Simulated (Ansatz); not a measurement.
The structure comes from a relaxation in the same program, started in the hcp type. Whether it is a known phase or the ground state wasn't checked. The listed cell was then made from it by scaling, straining or moving an atom.

An input for Rb: DFT, PBE, all-electron LAPW, scalar-relativistic (Ansatz 0.2.0).

Command: `ansatz run input.yaml --threads 1 --pin off --max-ram 2048MiB --backend cpu --events-out ev --progress --plain --runs-dir out` The run took 4.2 s on 1 thread of Intel(R) Xeon(R) 6975P-C (Granite Rapids) (shared host).

```yaml
crystal:
  lattice:
    - [5.0006745913, 0.0, 0.0]
    - [-2.5003372956, 4.3307112321, 0.0]
    - [0.0, 0.0, 8.2808417512]
  atoms:
    - { symbol: Rb, position: [0.3333333333, 0.6666666667, 0.25] }
    - { symbol: Rb, position: [0.6666666667, 0.3333333333, 0.75] }
kpoints:
  mp_grid: { grid: [11, 11, 6] }
scf:
  occupations: { method: fermi_dirac, width: 0.03 }
hamiltonian:
  xc: pbe
  pseudopotentials: { kind: all_electron, lapw: { basis_error: 0.00025 } }
output:
  forces: true
  stress: true
  eigenvalues: true
```

The results part of the log:

```
SCF 1 converged in 8 iterations: F = -162245.227897 eV  dr2 = 2.49e-8
the search or the solves at the SCF's close seem to have found levels that the self-consistency loop had missed (the run counts 1). By its estimate they hold under 1e-12 electrons; where the run keeps them, the occupations were computed again with them
SCF converged after 8 iterations
Free energy (F): -162245.227897 eV
Harris-Foulkes:  -162245.227897 eV  (|F-HF|=9.31e-9)
Internal energy: -162245.220853 eV  (E = F + TS)
E sigma→0 (E₀):  -162245.224375 eV
Entropy (-TS):   -0.007044 eV (-3.522 meV/atom)
Fermi energy:    2.632418 eV
--- Per-component energies (eV) ---
  E_band       = -225.698962
  E_kinetic    = 166807.024232
  E_xc         = -5487.097231
  E_electrostatic = -323565.147855  (all electrons and nuclei)
  E_smearing   = -0.007044  (= −TS)
  E_closure    = 0.000000  (closes the sum)
  E_atoms      = -162243.399535  (free atoms, spherical and without spin; not in F)
  Σ components = -162245.227897   (vs F -162245.227897, Δ=0.00e0)
  Basis errors (estimates in eV, not in F): energy 5.7e-5 per atom: plane waves 5.3e-5 (2.7e-5 summed), levels above the bands 2.4e-25, relativity 2.3e-8, radial functions 4.1e-6, core shells 3.2e-7; eigenvalues (radial functions only) 3.3e-7; not estimated: angular momenta, meshes, grids; target (lapw.basis_error) 2.5e-4; muffin-tin radii Rb 2.500 Å
--- Forces (eV/Å), atoms counted from 1 ---
  atom   1  Rb     0.00000000     0.00000000     0.00000000
  atom   2  Rb     0.00000000    -0.00000000     0.00000000
  max |Σ_I F_I| component: 7.23e-20 eV/Å
--- Stress (GPa, compression-positive) ---
        0.052152      -0.000000       0.000000
        0.000000       0.052152       0.000000
        0.000000       0.000000       0.062310
  P = ⅓ Tr σ = 0.0555 GPa (0.555 kbar)
--- Band table (eV; the first three rows and the last of 64) ---
  k-point 0: bands = ["-26.2785", "-26.2747", "-10.4173", "-10.3328", "-10.3328", "-10.3214", "-10.3202", "-10.3202", "0.6174", "2.7036", "3.2352", "6.1060", "6.1183"]
  k-point 1: bands = ["-26.2782", "-26.2750", "-10.4110", "-10.3319", "-10.3319", "-10.3280", "-10.3210", "-10.3210", "0.6945", "2.2968", "3.6603", "5.9226", "6.1030"]
  k-point 2: bands = ["-26.2775", "-26.2757", "-10.3937", "-10.3458", "-10.3296", "-10.3296", "-10.3233", "-10.3233", "0.9211", "1.7552", "4.2681", "5.4608", "6.0996"]
  k-point 63: bands = ["-26.2734", "-26.2734", "-10.4015", "-10.4015", "-10.3777", "-10.3777", "-10.3400", "-10.3400", "3.5416", "3.5416", "3.7386", "3.7386", "4.2030"]
```
